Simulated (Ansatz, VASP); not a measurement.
# Ni: VASP beside Ansatz

```xyz
1
Lattice="-1.4286 1.4286 1.4286 1.4286 -1.4286 1.4286 1.4286 1.4286 -1.4286" Properties=species:S:1:pos:R:3 pbc="T T T"
Ni    0.0000    0.0000    0.0000
```

Alike in both runs: task single point; functional PBEsol; k mesh 18 × 18 × 18; occupations fermi-dirac, width 0.1 eV; no spin polarisation.

|  | VASP | Ansatz |
| --- | --- | --- |
| version | VASP 6.6.1 | Ansatz 0.2.0 |
| potentials or method | VASP PAW PBE potentials, release 64 (Ni) | plane waves (420 eV) with PAW, scalar-relativistic |
| plane-wave cutoff (eV) | 520 | 420 |
| valence electrons in the cell | 10 | 18 |

```csv
,VASP,Ansatz,Ansatz less VASP
pressure (GPa),-19.2,-19.5,-0.32
```

With one functional, cell and mesh, what is left measures potentials, basis and numerics. The two sets of potentials don't hold the same shells in valence. Ansatz warned: «pseudo_functional_mismatch».

Caveats: so large a pressure means that the cell lies far from this level's equilibrium, or that cutoff or potentials fall short (VASP); the potentials were made for another functional, which shifts forces and pressure (VASP); the run has no spin polarisation, though such a crystal can be magnetic. Spin polarisation is off, so any magnetic state and its effect on volume and gap are missing.
